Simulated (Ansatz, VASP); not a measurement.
CdTe: VASP beside Ansatz

Contents of INCAR:

```
SYSTEM = CdTe
ALGO     = Normal         ! electronic algorithm
EDIFF    = 1E-7           ! SCF threshold, eV
ENCUT    = 520            ! plane-wave cutoff, eV
GGA      = PE             ! functional
ISIF     = 2              ! what is computed and relaxed
ISMEAR   = -1             ! smearing method
LASPH    = .True.         ! aspherical terms in the spheres
LCHARG   = .False.        ! write CHGCAR
LREAL    = .False.        ! projectors in reciprocal space
LWAVE    = .False.        ! write WAVECAR
NBANDS   = 16             ! bands
NELM     = 100            ! most SCF steps
PREC     = Accurate       ! precision mode
SIGMA    = 0.05           ! smearing width, eV
```

KPOINTS

```
k-points
0
Gamma
  10 10 10
  0 0 0
```

POSCAR

```
CdTe
1.0
    0.0000000000      2.7762963326      2.7762963326
    2.7762963326      0.0000000000      2.7762963326
    2.7762963326      2.7762963326      0.0000000000
Cd Te
1 1
Direct
    0.0000000000      0.0000000000      0.0000000000
    0.2500000000      0.2500000000      0.2500000000
```

Input for Ansatz:

```yaml
crystal:
  lattice:
    - [0.0, 2.7762963326, 2.7762963326]
    - [2.7762963326, 0.0, 2.7762963326]
    - [2.7762963326, 2.7762963326, 0.0]
  atoms:
    - { symbol: Cd, position: [0.0, 0.0, 0.0] }
    - { symbol: Te, position: [0.25, 0.25, 0.25] }
kpoints:
  mp_grid: { grid: [10, 10, 10] }
  band_path:
    path:
      - [0.0, 0.0, 0.0]
      - [-0.5, -0.5, 0.0]
      - [-0.375, -0.375, 0.25]
      - [-0.375, 0.0, 0.375]
      - [0.0, 0.0, 0.0]
      - [0.0, 0.0, 0.5]
      - [-0.5, -0.25, 0.25]
      - [-0.5, -0.5, 0.0]
    npoints: 6
scf:
  occupations: { method: fermi_dirac, width: 0.05 }
hamiltonian:
  xc: pbe
  pseudopotentials: { kind: all_electron, lapw: { basis_error: 0.001 } }
output:
  forces: true
  stress: true
  eigenvalues: true
  populations: true
```

Change from the starting cell: volume scaled by 0.65, LAPW.

Alike in both runs: task single point; functional PBE; k mesh 10 × 10 × 10; occupations fermi-dirac, width 0.05 eV; no spin polarisation.

|  | VASP | Ansatz |
| --- | --- | --- |
| version | VASP 6.6.1 | Ansatz 0.2.0 |
| potentials or method | VASP PAW PBE potentials, release 64 (Cd, Te) | all-electron LAPW, scalar-relativistic |
| plane-wave cutoff (eV) | 520 | see its input |

```csv
,VASP,Ansatz,Ansatz less VASP
pressure (GPa),65.7,65.0,-0.66
```

Ansatz ran all-electron here, so the differences hold the error of VASP's frozen core and of both bases.

Caveats: the cell as given lies far from equilibrium; so large a pressure means that the cell lies far from this level's equilibrium, or that cutoff or potentials fall short (VASP); spin-orbit coupling is left out, which moves the levels of the heavy elements. A k mesh can miss the band edges.
